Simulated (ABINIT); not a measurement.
The system is Ni.

```
Ni
1.0
    -1.38372    1.38372    1.38372
     1.38372   -1.38372    1.38372
     1.38372    1.38372   -1.38372
Ni
1
Cartesian
  0.0000 0.0000 0.0000
```

This isn't the form of Ni at room conditions, which is fcc.

Base run:

| Quantity | Value |
| --- | --- |
| Program | ABINIT 10.8.3 (patched build) |
| Functional | PBEsol |
| Potentials or basis | PseudoDojo NC SR PBEsol v0.4 stringent |
| Cutoff | 1415 eV |
| k mesh | 13 × 13 × 13 |
| Occupations | fermi-dirac, width 0.05 eV |
| Spin | collinear spin, ferromagnetic start |
| Starting moments | [1.0] μB |

Its results: band gap on the k mesh none (metal or under the smearing width); pressure -2.4 GPa; net moment 0.60 μB per cell; site moments Ni +0.63 μB.

Question: The run is repeated on the same cell with these changes: potentials or basis from PseudoDojo NC SR PBEsol v0.4 stringent to JTH PAW PBE v2.0; cutoff from 1415 eV to 1116 eV. What comes out?

Answer: Band gap on the k mesh none (metal or under the smearing width); pressure -1.5 GPa; net moment 0.59 μB per cell; site moments Ni +0.61 μB.

Caveats: the PAW data sets were made with another functional, which shifts forces and pressure a little (some runs).
